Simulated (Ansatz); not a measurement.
# Zn18O17: frames of a relaxation, V_O, charge +0, atoms relaxed at the host's cell

Level of theory: PBE, collinear spin, scalar-relativistic; Ansatz, plane waves to 420 eV (PAW set soft_2), k-mesh 2×2×2 shifted by half a step.

Positions in Å and forces in eV/Å; free energies count from the last frame.

```
35
Lattice="0.000 -5.680 -5.293 -4.919 2.840 -5.293 4.919 2.840 -5.293" Properties=species:S:1:pos:R:3:forces:R:3 pbc="T T T" step=1 dE=0.259eV
Zn   -0.003   -1.896   -2.709    0.066    0.016    0.624
Zn   -1.640    0.947   -2.643    0.061    0.040    0.032
Zn   -1.640    0.947   -7.937   -0.018   -0.035    0.010
Zn    1.640    0.947   -7.937   -0.023   -0.064   -0.010
Zn    1.640    0.947   -2.643   -0.009    0.015    0.082
Zn   -3.279   -1.893   -7.937    0.039    0.039   -0.012
Zn    0.000   -1.893   -7.937   -0.003   -0.001   -0.019
Zn    0.000    3.787   -7.937   -0.057    0.016   -0.057
Zn    3.279   -1.893   -7.937   -0.029   -0.016    0.056
Zn   -1.640   -0.947   -5.290   -0.027    0.043   -0.089
Zn   -3.305    1.855   -5.274   -0.429   -0.048   -0.364
Zn    1.640   -0.947   -5.290    0.113   -0.031   -0.055
Zn    0.033    1.918  -10.580   -0.297    0.488   -0.212
Zn    0.000    1.893   -5.290   -0.057    0.058    0.025
Zn    0.000   -3.787   -5.290    0.049   -0.117   -0.081
Zn   -1.640   -0.947  -10.583   -0.013   -0.005   -0.017
Zn    3.264    1.878   -5.313    0.634   -0.122    0.084
Zn    1.640   -0.947  -10.583   -0.037   -0.036    0.020
O     3.279   -1.893  -11.223   -0.027   -0.119    0.002
O    -1.640    0.947   -5.930   -0.073    0.039    0.032
O     1.640    0.947   -5.930   -0.043   -0.009   -0.049
O    -3.279   -1.893  -11.223   -0.017   -0.247    0.075
O     1.640    0.947  -11.223    0.006   -0.011   -0.012
O     0.000   -1.893   -5.930   -0.019    0.018    0.048
O     0.000   -1.893  -11.223    0.033   -0.014   -0.018
O    -1.640    0.947  -11.223    0.207    0.132    0.063
O     3.279    1.893   -8.576    0.004   -0.011   -0.007
O     1.640   -0.947  -13.870    0.025    0.002    0.050
O    -3.279    1.893   -8.576   -0.054   -0.028   -0.024
O     0.000    1.893   -8.576    0.030   -0.028   -0.010
O     0.000   -3.787   -8.576   -0.015   -0.014   -0.013
O     0.000    1.893  -13.870    0.003    0.021   -0.019
O    -1.640   -0.947   -8.576   -0.011   -0.002    0.029
O    -1.640   -0.947  -13.870   -0.015    0.002   -0.162
O     1.640   -0.947   -8.576    0.005    0.031   -0.002
```

```
35
Lattice="0.000 -5.680 -5.293 -4.919 2.840 -5.293 4.919 2.840 -5.293" Properties=species:S:1:pos:R:3:forces:R:3 pbc="T T T" step=2 dE=0.086eV
Zn   -0.001   -1.896   -2.613    0.033    0.016    0.430
Zn   -1.641    0.947   -2.644    0.026    0.037   -0.013
Zn   -1.640    0.948   -7.938    0.012   -0.031   -0.020
Zn    1.639    0.948   -7.937   -0.026   -0.039   -0.028
Zn    1.641    0.945   -2.640   -0.013    0.027    0.005
Zn   -3.281   -1.895   -7.939    0.040    0.006   -0.028
Zn    0.000   -1.894   -7.932   -0.002    0.000   -0.013
Zn   -0.002    3.787   -7.949   -0.017    0.005    0.041
Zn    3.281   -1.895   -7.935   -0.033   -0.009   -0.003
Zn   -1.645   -0.943   -5.285    0.032   -0.008   -0.025
Zn   -3.371    1.823   -5.307   -0.265   -0.021   -0.244
Zn    1.648   -0.945   -5.284    0.004   -0.031   -0.012
Zn    0.023    1.995  -10.608   -0.196    0.299   -0.149
Zn   -0.001    1.891   -5.296   -0.024    0.055    0.036
Zn    0.002   -3.796   -5.285    0.016   -0.001   -0.021
Zn   -1.643   -0.946  -10.590    0.029   -0.020    0.021
Zn    3.339    1.843   -5.329    0.407   -0.079    0.038
Zn    1.642   -0.945  -10.589   -0.045   -0.028    0.033
O     3.283   -1.915  -11.220   -0.014   -0.016   -0.010
O    -1.661    0.954   -5.928    0.001   -0.006    0.012
O     1.664    0.954   -5.925   -0.101   -0.044   -0.046
O    -3.283   -1.917  -11.218   -0.017   -0.111    0.034
O     1.621    0.963  -11.221    0.067   -0.043   -0.016
O     0.000   -1.894   -5.920   -0.008    0.009   -0.020
O     0.001   -1.894  -11.232    0.013   -0.006   -0.023
O    -1.622    0.960  -11.219    0.090    0.067    0.030
O     3.293    1.885   -8.563   -0.028    0.012   -0.028
O     1.637   -0.949  -13.893    0.021    0.003    0.088
O    -3.294    1.886   -8.564    0.002    0.001   -0.031
O     0.000    1.896   -8.597    0.019   -0.020    0.038
O     0.001   -3.788   -8.579   -0.008   -0.009    0.004
O     0.000    1.909  -13.856    0.000   -0.029   -0.034
O    -1.640   -0.947   -8.579   -0.009    0.001    0.020
O    -1.639   -0.948  -13.886   -0.010    0.000   -0.072
O     1.640   -0.946   -8.579    0.005    0.015    0.007
```

```
35
Lattice="0.000 -5.680 -5.293 -4.919 2.840 -5.293 4.919 2.840 -5.293" Properties=species:S:1:pos:R:3:forces:R:3 pbc="T T T" step=5 dE=0.000eV
Zn    0.000   -1.894   -2.437   -0.001    0.000    0.011
Zn   -1.643    0.950   -2.654   -0.002   -0.007    0.004
Zn   -1.634    0.946   -7.947   -0.006    0.006    0.003
Zn    1.634    0.946   -7.947    0.005    0.007    0.003
Zn    1.643    0.950   -2.653    0.003   -0.008    0.003
Zn   -3.277   -1.899   -7.947   -0.008    0.001    0.003
Zn    0.000   -1.894   -7.937    0.000    0.000   -0.003
Zn    0.000    3.786   -7.945   -0.002    0.000    0.007
Zn    3.277   -1.899   -7.947    0.008    0.001    0.003
Zn   -1.635   -0.950   -5.264   -0.001    0.001    0.005
Zn   -3.420    1.812   -5.359    0.006    0.003   -0.006
Zn    1.634   -0.950   -5.264    0.002    0.000    0.006
Zn    0.000    2.053  -10.652    0.000   -0.006   -0.006
Zn   -0.001    1.889   -5.298    0.001   -0.001   -0.004
Zn    0.000   -3.782   -5.264    0.000   -0.003    0.005
Zn   -1.642   -0.946  -10.592   -0.002    0.000   -0.003
Zn    3.418    1.812   -5.359   -0.004    0.002   -0.007
Zn    1.642   -0.946  -10.592    0.002   -0.001   -0.004
O     3.292   -1.926  -11.220   -0.003    0.012   -0.002
O    -1.674    0.950   -5.927    0.012   -0.005   -0.004
O     1.673    0.950   -5.927   -0.010   -0.004   -0.002
O    -3.293   -1.926  -11.220    0.001    0.013   -0.003
O     1.619    0.973  -11.220    0.008   -0.006   -0.002
O     0.000   -1.894   -5.930    0.000    0.000    0.007
O     0.000   -1.894  -11.239    0.000    0.000    0.006
O    -1.619    0.973  -11.220   -0.010   -0.007   -0.003
O     3.312    1.873   -8.537    0.003   -0.002   -0.012
O     1.630   -0.953  -13.918    0.005    0.003    0.007
O    -3.312    1.874   -8.537   -0.003   -0.002   -0.012
O     0.000    1.903   -8.625    0.001   -0.006    0.009
O     0.000   -3.787   -8.585   -0.001   -0.001   -0.002
O     0.000    1.930  -13.830    0.001    0.004   -0.012
O    -1.639   -0.948   -8.585   -0.001    0.000   -0.003
O    -1.631   -0.953  -13.918   -0.006    0.003    0.009
O     1.639   -0.948   -8.585    0.000    0.001   -0.002
```

Caveats: a moment set at the start was lost.
